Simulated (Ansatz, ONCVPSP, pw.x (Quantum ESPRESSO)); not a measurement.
# Cl (Z = 17): one change to the ONCV potential, in the atom and in the bcc crystal

```
Element                 : chlorine (Cl)
Generator               : ONCVPSP 4.0.1.1 (patched build)
Type                    : optimised norm-conserving Vanderbilt (ONCV)
Functional              : PBE
Relativity              : scalar-relativistic
Frozen core             : [Ne]
Valence charge          : 7
Reference configuration : 3s2 3p5
Partial waves           : 3s: rc 1.35 bohr, ncon 4, nbas 7, qcut 5.3 1/bohr, 2 projectors, debl 1.6 Ha; 3p: rc 1.25 bohr, ncon 4, nbas 8, qcut 7.7 1/bohr, 1 projector
Local potential         : polynomial inside 1.10 bohr (lpopt 2, dvloc0 3 Ha)
Core correction         : polynomial model core, fcfact 0.2
```

Change: all radii but the core radius scaled by about 1.07 (s 1.44, p 1.34 bohr); local potential polynomial inside 1.18 bohr (lpopt 2, dvloc0 3 Ha).

Cutoffs, loose and tight: the cutoffs (Ha) at which the residual kinetic energy of the hardest occupied pseudo-wave falls to 1 and 0.1 mHa per electron. They do not see the model core or the augmentation charge, which bear on the density cutoff. Test errors are all-electron minus pseudo excitation energies from the reference, over the configurations 3s2 3p4; 3s2 3p3; 3s2 3p2; 3s1 3p6; variants that change the core or the reference have their own tests.

Crystal test: bcc Cl in pw.x 7.5, no spin, 13³ k-points, Fermi–Dirac smearing 0.01 Ry, cutoffs set for each file from its atomic test. The reference is all-electron LAPW (Ansatz 0.2.0) with the same functional, mesh and smearing; V0 and B0 come from Birch–Murnaghan fits to the pressures at five volumes. Errors are pseudo minus all-electron; Δ is the rms difference of the E(V) curves that follow from these fits, minima aligned, over ±6 % about the mean V0. Mesh and smearing are coarse, so the numbers serve the comparison and aren't converged zero-temperature values; the lattice is a test structure that the element need not adopt.

All-electron: a0 = 3.519 Å (V0 = 21.78 Å³/atom), B0 = 28.3 GPa.

**Question.** Does the change bring the crystal closer to the all-electron result?

**Answer.** The mean pressure error goes from +0.86 to +1.05 GPa, so the change moves the solid further from the all-electron pressures.

| quantity | base | changed |
| --- | --- | --- |
| outcome (atom) | generated | generated |
| cutoff, loose (atom) | 18 Ha | 15 Ha |
| cutoff, tight (atom) | 56 Ha | 51 Ha |
| bound ghosts (atom) | none | none |
| largest test error (meV) (atom) | +71 | +71 |
| cutoffs in pw.x (Ry) | 130/520 | 120/480 |
| a0 (Å) | 3.553 | 3.560 |
| a0 error (%) | +0.98 | +1.18 |
| B0 error (%) | -2.2 | -3.2 |
| Δ (meV/atom) | 4.0 | 4.8 |
| mean pressure error (GPa) | +0.86 | +1.05 |

Base: This is a poor potential for the solid. Changed file: This is a poor potential for the solid.
